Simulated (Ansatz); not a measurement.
BaTiO3:

```
Ba Ti O
1.0
     3.99980    0.00000    0.00000
     0.00000    3.99980    0.00000
     0.00000    0.00000    4.01800
Ba Ti O
1 1 3
Direct
  0.00000 0.00000 0.00000
  0.50000 0.50000 0.49000
  0.00000 0.50000 0.51700
  0.50000 0.00000 0.51700
  0.50000 0.50000 0.01900
```

| Quantity | Value |
| --- | --- |
| Program | Ansatz 0.2.0 |
| Task | single point |
| Functional | PBE |
| Potentials or basis | Ansatz PAW |
| Cutoff | 420 eV (not typed: the program's choice for these potentials) |
| k mesh | 7 × 7 × 7 |
| Occupations | fermi-dirac, width 0.05 eV |
| Spin | no spin polarisation |

On this cell: pressure 2.4 GPa; largest force 0.311 eV/Å; band gap on the k mesh 1.93 eV, indirect (least direct gap 2.09 eV).

The same run follows on a disturbed copy (atoms moved at random, drawn with an rms of 0.05 Å):

```xyz
5
Lattice="3.9998 0.0000 0.0000 0.0000 3.9998 0.0000 0.0000 0.0000 4.0180" Properties=species:S:1:pos:R:3 pbc="T T T"
Ba   -0.0396    0.0615   -0.0156
Ti    1.9874    2.0013    1.9824
O    -0.0148    2.0017    2.0594
O     2.0536    0.0018    2.0959
O     2.0258    1.9721    0.0990
```

Question: What does the disturbed cell give?

Answer: The energy moves by +7.9 meV/atom; pressure 2.9 GPa; largest force 0.510 eV/Å; band gap on the k mesh 1.95 eV, indirect (least direct gap 2.09 eV).

Forces on the atoms (eV/Å):
```
Ba   0.249 -0.387  0.221
Ti  -0.007  0.173 -0.287
O    0.450  0.058  0.081
O   -0.414 -0.051 -0.105
O   -0.277  0.207  0.090
```

Stress tensor (GPa, compression positive):
```
 2.72 -0.19  0.43
-0.19  2.33 -0.18
 0.43 -0.18  3.72
```

Caveats: odd divisions of the mesh miss points on the zone boundary, where band edges often lie, so the gap on the mesh can be too wide; spin-orbit coupling is left out, which moves the levels of the heavy elements.

A k mesh can miss the band edges.
